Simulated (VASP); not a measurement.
# CdO (Monteponite) (Fm-3m) in VASP: notebook, part 2 of 2

VASP 6.6.1. Earlier steps stand in the parts before.

## (4) Single point, PBE

INCAR

```
  PREC = Accurate
  ENCUT = 520
  EDIFF = 1E-6
  ISMEAR = 0
  SIGMA = 0.02
  LREAL = False
  LASPH = True
  NELM = 80
  ALGO = Normal
  ISIF = 2
  LWAVE = False
  LCHARG = False
  GGA = PE
```

KPOINTS

```
regular mesh
0
Gamma
  8 8 8
```

POSCAR

```
CdO
1.0
    0.0000000000      2.3476500000      2.3476500000
    2.3476500000      0.0000000000      2.3476500000
    2.3476500000      2.3476500000      0.0000000000
Cd O
1 1
Direct
    0.0000000000      0.0000000000      0.0000000000
    0.5000000000      0.5000000000      0.5000000000
```

Potentials or basis: VASP PAW PBE potentials, release 64 (Cd, O).

Started as:

```console
$ cat potpaw_PBE.64/Cd/POTCAR potpaw_PBE.64/O/POTCAR > POTCAR
$ mpirun -np 1 vasp_std > vasp.out
```

OUTCAR:

```text
PREC = Accurate
   ENCUT = 520
   EDIFF = 1E-6
   ISMEAR = 0
   LREAL = False
   LASPH = True
   NELM = 80
   ISIF = 2
   GGA = PE

 ion  position               nearest neighbor table
   1  0.000  0.000  0.000-   2 2.35   2 2.35   2 2.35   2 2.35   2 2.35   2 2.35
   2  0.500  0.500  0.500-   1 2.35   1 2.35   1 2.35   1 2.35   1 2.35   1 2.35

  LATTYP: Found a face centered cubic cell.
 ALAT       =     4.6953000000

  Lattice vectors:

 A1 = (   0.0000000000,   2.3476500000,   2.3476500000)
 A2 = (   2.3476500000,   0.0000000000,   2.3476500000)
 A3 = (   2.3476500000,   2.3476500000,   0.0000000000)

Analysis of symmetry for initial positions (statically):
=====================================================================
 Subroutine PRICEL returns:
 Original cell was already a primitive cell.

 Routine SETGRP: Setting up the symmetry group for a
 face centered cubic supercell.

 Subroutine GETGRP returns: Found 48 space group operations
 (whereof 48 operations were pure point group operations)
 out of a pool of 48 trial point group operations.

The static configuration has the point symmetry O_h .

Analysis of symmetry for dynamics (positions and initial velocities):
=====================================================================
 Subroutine PRICEL returns:
 Original cell was already a primitive cell.

 Routine SETGRP: Setting up the symmetry group for a
 face centered cubic supercell.

 Subroutine GETGRP returns: Found 48 space group operations
 (whereof 48 operations were pure point group operations)
 out of a pool of 48 trial point group operations.

The dynamic configuration has the point symmetry O_h .

 Subroutine INISYM returns: Found 48 space group operations
 (whereof 48 operations are pure point group operations),
 and found     1 'primitive' translations

----------------------------------------------------------------------------------------

                                     Primitive cell

  volume of cell :      25.8780

  direct lattice vectors                    reciprocal lattice vectors
     0.000000000  2.347650000  2.347650000    -0.212978936  0.212978936  0.212978936
     2.347650000  0.000000000  2.347650000     0.212978936 -0.212978936  0.212978936
     2.347650000  2.347650000  0.000000000     0.212978936  0.212978936 -0.212978936

  length of vectors
     3.320078470  3.320078470  3.320078470     0.368890339  0.368890339  0.368890339

  position of ions in fractional coordinates (direct lattice)
     0.000000000  0.000000000  0.000000000
     0.500000000  0.500000000  0.500000000

  ion indices of the primitive-cell ions
   primitive index   ion index
                 1           1
                 2           2

----------------------------------------------------------------------------------------

 KPOINTS: regular mesh

Automatic generation of k-mesh.
 Grid dimensions read from file:
 generate k-points for:    8    8    8

 Generating k-lattice:

  Cartesian coordinates                     Fractional coordinates (reciprocal lattice)
    -0.026622367  0.026622367  0.026622367     0.125000000  0.000000000  0.000000000
     0.026622367 -0.026622367  0.026622367     0.000000000  0.125000000  0.000000000
     0.026622367  0.026622367 -0.026622367     0.000000000  0.000000000  0.125000000

[... 40 lines left out ...]
   total plane-waves  NPLWV =  21952
   dimension x,y,z NGX =    28 NGY =   28 NGZ =   28
   dimension x,y,z NGXF=    56 NGYF=   56 NGZF=   56
   ions per type =               1   1
   NGX,Y,Z   is equivalent  to a cutoff of  14.02, 14.02, 14.02 a.u.
   NGXF,Y,Z  is equivalent  to a cutoff of  28.04, 28.04, 28.04 a.u.
 SYSTEM =  unknown system
   PREC   = accura    normal or accurate (medium, high low for compatibility)
   ISTART =      0    job   : 0-new  1-cont  2-samecut
   ICHARG =      2    charge: 1-file 2-atom 10-const
   ISPIN  =      1    spin polarized calculation?
   LNONCOLLINEAR =      F non collinear calculations
   LSORBIT =      F    spin-orbit coupling
   LASPH  =      T    aspherical Exc in radial PAW
   ENCUT  =  520.0 eV  38.22 Ry    6.18 a.u.   6.17  6.17  6.17*2*pi/ulx,y,z
   NELM   =     80;   NELMIN=  2; NELMDL= -5     # of ELM steps
   EDIFF  = 0.1E-05   stopping-criterion for ELM
   LREAL  =      F    real-space projection
   EDIFFG = 0.1E-04   stopping-criterion for IOM
   NSW    =      0    number of steps for IOM
   IBRION =     -1    ionic relax: 0-MD 1-quasi-New 2-CG
   NFREE  =      0    steps in history (QN), initial steepest desc. (CG)
   ISIF   =      2    stress and relaxation
   ISYM   =      2    0-nonsym 1-usesym 2-fastsym
   POTIM  = 0.5000    time-step for ionic-motion
   TEBEG  =    0.0;   TEEND  =   0.0 temperature during run
   PSTRESS=    0.0 pullay stress
   NELECT =      18.0000    total number of electrons
   NUPDOWN=      -1.0000    fix difference up-down
   EMIN   =  10.00;   EMAX   =-10.00  energy-range for DOS
   EFERMI =   0.00;   METHOD = LEGACY
   ISMEAR =     0;   SIGMA  =   0.02  broadening in eV -4-tet -1-fermi 0-gaus
   EFERMI_NEDOS =   21; number of points for ismear=-14 and -15
   IALGO  =     38    algorithm
   IMIX   =      4    mixing-type and parameters
     AMIX     =   0.40;   BMIX     =  1.00
     AMIX_MAG =   1.60;   BMIX_MAG =  1.00
  volume/ion in A,a.u.               =      12.94        87.32
  Fermi-wavevector in a.u.,A,eV,Ry     =   1.450515  2.741076 28.626585  2.103995
  Thomas-Fermi vector in A             =   2.568118
   LORBIT       =      0    0 simple, 1 ext, 2 COOP (PROOUT), +10 PAW based schemes
   GGA     = PE    functional components
   LHFCALC =     F    Hartree Fock is set to
   AEXX    =    0.0000 exact exchange contribution
   IVDW    =     0    specifies the selected vdW correction
   LEPSILON=     F    determine dielectric tensor
   LRPA    =     F    only Hartree local field effects (RPA)
 non-spin polarized calculation
 Gauss-broadening in eV      SIGMA  =   0.02
  energy-cutoff  :      520.00
  volume of cell :       25.88
 maximum number of plane-waves:       725
 NGX is ok and might be reduce to    28
   NGX = 13   NGY = 13   NGZ = 13

 number of electron      18.0000003 magnetization

 Free energy of the ion-electron system (eV)
  ---------------------------------------------------
  ext. energy  EPLUGINS =         0.00000000
  ---------------------------------------------------
  free energy    TOTEN  =        -7.69378858 eV

  energy without entropy =       -7.69369760  energy(sigma->0) =       -7.69374309

 E-fermi :   2.0766     XC(G=0): -11.7125

 val. band max:        2.0603676240   @ k =   0.5000   0.0000   0.0000
 cond. band min:       3.0110701572   @ k =   0.1250   0.0000   0.0000
 fundamental gap:      0.9507025332
 Fermi energy:         2.0766358220

 k-point     1 :       0.0000    0.0000    0.0000
  band No.  band energies     occupation
      1     -15.3254      2.00000
      2      -4.6485      2.00000
      3      -4.6485      2.00000
      4      -4.6485      2.00000
      5      -4.3407      2.00000
      6      -4.3407      2.00000
      7       0.7219      2.00000
      8       0.7219      2.00000
      9       0.7219      2.00000
     10       1.6381      2.00000
     11      17.0558      0.00000
     12      19.1128      0.00000
     13      19.1128      0.00000
[... 354 lines left out ...]
  band No.  band energies     occupation
      1     -14.5489      2.00000
      2      -5.2490      2.00000
      3      -4.9552      2.00000
      4      -4.9515      2.00000
      5      -4.0912      2.00000
      6      -4.0850      2.00000
      7      -1.5932      2.00000
      8       0.4717      2.00000
      9       1.4317      2.00000
     10       8.4555      0.00000
     11       8.7782      0.00000
     12      11.9754      0.00000
     13      14.2767      0.00000

 [... further k-points ...]

------------------------ aborting loop because EDIFF is reached ----------------------------------------

  FORCE on cell =-STRESS in cart. coord.  units (eV):
  Direction    XX          YY          ZZ          XY          YZ          ZX
  --------------------------------------------------------------------------------------
  -------------------------------------------------------------------------------------
  Total        1.2932824      1.2932824      1.2932824      0.0000000      0.0000000     -0.0000000
  in kB       80.0707537     80.0707537     80.0707537      0.0000000      0.0000000     -0.0000000
  external PRESSURE =      80.0707537 kB  Pullay stress =       0.0000000 kB

 VOLUME and BASIS-vectors are now :
 -----------------------------------------------------------------------------
  energy-cutoff  :      520.00
  volume of cell :       25.88
      direct lattice vectors                 reciprocal lattice vectors
     0.000000000  2.347650000  2.347650000    -0.212978936  0.212978936  0.212978936
     2.347650000  0.000000000  2.347650000     0.212978936 -0.212978936  0.212978936
     2.347650000  2.347650000  0.000000000     0.212978936  0.212978936 -0.212978936

 POSITION                                       TOTAL-FORCE (eV/Angst)
 -----------------------------------------------------------------------------------
      0.00000      0.00000      0.00000        -0.000000      0.000000      0.000000
      2.34765      2.34765      2.34765         0.000000     -0.000000     -0.000000
 -----------------------------------------------------------------------------------
    total drift:                                0.000000      0.000000      0.000000

  FREE ENERGIE OF THE ION-ELECTRON SYSTEM (eV)
  ---------------------------------------------------
  free  energy   TOTEN  =        -7.6937885754 eV

  energy  without entropy=       -7.6936975989  energy(sigma->0) =       -7.69374309
```

stdout:

```text
POSCAR found type information on POSCAR CdO
 POSCAR found :  2 types and       2 ions
 scaLAPACK will be used
 LDA part: xc-table for (Slater+PW92), standard interpolation
 POSCAR, INCAR and KPOINTS ok, starting setup
 FFT: planning ... GRIDC
 FFT: planning ... GRID_SOFT
 FFT: planning ... GRID
 WAVECAR not read
 entering main loop
```

Run time: 15 s. Hardware: 1 thread of Intel Xeon Platinum 8259CL at 2.50GHz (Skylake/Cascade Lake), shared host; peak memory 0.16 GiB.

What came out:

- Free energy: -7.6938 eV
- Pressure: 8.0 GPa
- Band gap on the k mesh: none (metal or under the smearing width)

Caveat: this crystal is a semiconductor, whose small gap the functional closes, so the metal is an error of the method.

## (5) Single point, r2SCAN

INCAR

```
SYSTEM = CdO
  ALGO = Normal
  EDIFF = 1E-6
  ENCUT = 520
  ISIF = 2
  ISMEAR = 0
  LASPH = .True.
  LCHARG = .True.
  LELF = .True.
  LMIXTAU = .True.
  LREAL = .False.
  LVHAR = .True.
  LWAVE = .False.
  METAGGA = R2SCAN
  NBANDS = 16
  NELM = 100
  PREC = Accurate
  SIGMA = 0.02
```

KPOINTS

```
k-points
0
Gamma
  8 8 8
  0 0 0
```

POSCAR is that of step 4.

Started as:

```console
$ cat potpaw_PBE.64/Cd/POTCAR potpaw_PBE.64/O/POTCAR > POTCAR
$ mpirun -np 1 vasp_std > vasp.out
```

Run time: 42 s. Hardware: 1 thread of Intel Xeon 6975P-C (Granite Rapids), shared host; peak memory 0.17 GiB.

It converged, with:

| Item | Value |
| --- | --- |
| Free energy | -28.5554 eV |
| Pressure | 2.9 GPa |
| Band gap on the k mesh | 0.08 eV, indirect (least direct gap 1.44 eV) |

Levels at points of the mesh, in eV from the valence-band top:
```
           k point  band 5  band 6  band 7  band 8  band 9  band 10  band 11  band 12  band 13  band 14
(0.00, 0.00, 0.00)   -6.56   -6.56   -1.36   -1.36   -1.36     0.08    15.72    17.79    17.79    17.79
(0.50, 0.00, 0.00)   -6.33   -6.33   -3.84    0.00    0.00     5.07     8.05    12.83    12.83    18.58
(0.50, 0.50, 0.00)   -6.20   -5.87   -4.35   -2.34   -2.34     4.58     9.34    11.79    14.38    14.38
```

Caveat: the PAW data sets were made with another functional, which shifts forces and pressure a little.

## (6) Single point, SCAN

INCAR

```
  PREC = Accurate
  ENCUT = 520
  EDIFF = 1E-6
  ISMEAR = 0
  SIGMA = 0.02
  LREAL = False
  LASPH = True
  NELM = 100
  ALGO = Normal
  ISIF = 2
  LWAVE = False
  LCHARG = False
  METAGGA = SCAN
  LMIXTAU = True
  NBANDS = 16
```

KPOINTS

```
Automatic mesh
0
Gamma
  8 8 8
```

POSCAR is that of step 5.

Potentials or basis: VASP PAW PBE potentials, release 64 (Cd, O).

Started as:

```console
$ cat potpaw_PBE.64/Cd/POTCAR potpaw_PBE.64/O/POTCAR > POTCAR
$ mpirun -np 1 vasp_std > vasp.out
```

Run time: 46 s. Hardware: 1 thread of Intel Xeon 6975P-C (Granite Rapids), shared host; peak memory 0.16 GiB.

The run converged. Its results:

```
Free energy            : -39.0699 eV
Pressure               : 2.0 GPa
Band gap on the k mesh : none (metal or under the smearing width)
```

Levels at points of the mesh, in eV from the Fermi level:
| k point | band 7 | band 8 | band 9 | band 10 | band 11 | band 12 |
| --- | --- | --- | --- | --- | --- | --- |
| (0.00, 0.00, 0.00) | -1.39 | -1.39 | -1.39 | -0.03 | 15.73 | 17.78 |
| (0.50, 0.00, 0.00) | -3.86 | -0.02 | -0.02 | 5.00 | 7.95 | 12.70 |
| (0.50, 0.50, 0.00) | -4.38 | -2.37 | -2.37 | 4.45 | 9.27 | 11.81 |

Caveat: the PAW data sets were made with another functional, which shifts forces and pressure a little; this crystal is a semiconductor, whose small gap the functional closes, so the metal is an error of the method.

## (7) Summary

| level | potentials or basis | k mesh | grid for exact exchange (PRECFOCK) | screening parameter | mesh quality | gap on the mesh (eV) | pressure (GPa) |
| --- | --- | --- | --- | --- | --- | --- | --- |
| HSE06 | VASP PAW PBE potentials, release 64 (Cd, O) | 4 × 4 × 4 | Fast | 0.2 1/A | coarse | 0.94 | 2.6 |
| LDA | VASP PAW LDA potentials, release 64 (Cd, O) | 8 × 8 × 8 | - | - | not flagged | none | -4.0 |
| PBE | VASP PAW PBE potentials, release 64 (Cd, O) | 8 × 8 × 8 | - | - | not flagged | none | 8.0 |
| r2SCAN | VASP PAW PBE potentials, release 64 (Cd, O) | 8 × 8 × 8 | - | - | not flagged | 0.08 | 2.9 |
| SCAN | VASP PAW PBE potentials, release 64 (Cd, O) | 8 × 8 × 8 | - | - | not flagged | none | 2.0 |

Alike in all rows: task single point; no spin polarisation; cell as given; cutoff (eV) 520; smearing gaussian 0.02 eV.

Caveats: some runs use coarse meshes; the PAW data sets were made with another functional, which shifts forces and pressure a little (some runs); this crystal is a semiconductor, whose small gap the functional closes, so the metal is an error of the method (some runs).

Absolute energies hang on the potentials; compare differences alone.
